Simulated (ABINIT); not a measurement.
Runs of ABINIT 10.8.3 (patched build) on AlN. Symmetry: P6_3mc, No. 186, hexagonal system. Conventional cell: a = 3.113 Å, b = 3.113 Å, c = 4.981 Å, α = 90.00°, β = 90.00°, γ = 120.00°. Al (site symmetry 3m) is surrounded by 4 N at 1.89 Å. Around N (site symmetry 3m) lie 4 Al at 1.89 Å. 

```tsv
task	level	potentials or basis	cell	k mesh	cutoff (eV)	smearing	cell freedom (optcell)	optimiser (ionmov)	cutoff smearing ecutsm (Ha)	force stop (Ha/bohr)	fine-grid cutoff	gap on the mesh (eV)	pressure (GPa)	largest force (eV/Å)
relaxation of cell and atoms	PBEsol	PseudoDojo NC SR PBEsol v0.4.1 standard	relaxed	8 × 8 × 4	980	fermi-dirac 0.05 eV	2	22	0.5	2e-05	-	(b)	0.0	-
band structure	r2SCAN	JTH PAW PBE v2.0	as given	10 × 10 × 6	844	fermi-dirac 0.05 eV	-	-	-	-	1442.2 eV	4.81	-	0.15
single point	LDA	JTH PAW LDA v2.0	as given	6 × 6 × 4	680	fermi-dirac 0.05 eV	-	-	-	-	1278.94 eV	4.23	-	0.11
band structure	PW91	JTH PAW PBE v2.0	as given	10 × 10 × 6	680	fermi-dirac 0.05 eV	-	-	-	-	1278.94 eV	4.23	-	0.13
band structure	PBEsol	JTH PAW PBE v2.0	as given	10 × 10 × 6	844	fermi-dirac 0.05 eV	-	-	-	-	1442.2 eV	4.12	1.3	0.13
band structure	PBEsol	JTH PAW PBE v2.0	as given	10 × 10 × 6	680	fermi-dirac 0.05 eV	-	-	-	-	1278.94 eV	4.12	-	0.13
single point	LDA	JTH PAW LDA v2.0	as given	13 × 13 × 8	680	fermi-dirac 0.05 eV	-	-	-	-	1278.94 eV	4.23	-	0.11
band structure	LDA-VWN	JTH PAW LDA v2.0	as given	10 × 10 × 6	680	fermi-dirac 0.05 eV	-	-	-	-	1278.94 eV	4.24	-	0.11
single point	PBE	PseudoDojo NC SR PBE v0.4.1 standard	as given	6 × 6 × 4	952	fixed	-	-	-	-	-	4.22	2.7	0.13
single point	PBE	JTH PAW PBE v2.0	as given	10 × 10 × 6	707	fermi-dirac 0.05 eV	-	-	-	-	1306.15 eV	4.20	4.2	0.13
band structure	HCTH407	JTH PAW PBE v2.0	as given	10 × 10 × 6	680	fermi-dirac 0.05 eV	-	-	-	-	1278.94 eV	4.58	-	(c)
band structure	LDA	JTH PAW PBE v2.0	as given	10 × 10 × 6	844	fermi-dirac 0.05 eV	-	-	-	-	1442.2 eV	(a)	-2.7	0.12
```

Alike in all rows: no spin polarisation.

Estimate the missing entries.

(a) 4.21; (b) 4.10; (c) 0.14.

Caveats: the PAW data sets were made with another functional, which shifts forces and pressure a little (some runs); an odd mesh through Γ misses points on the zone boundary, where band edges often lie (some runs).

Not every run made on this cell is shown here.
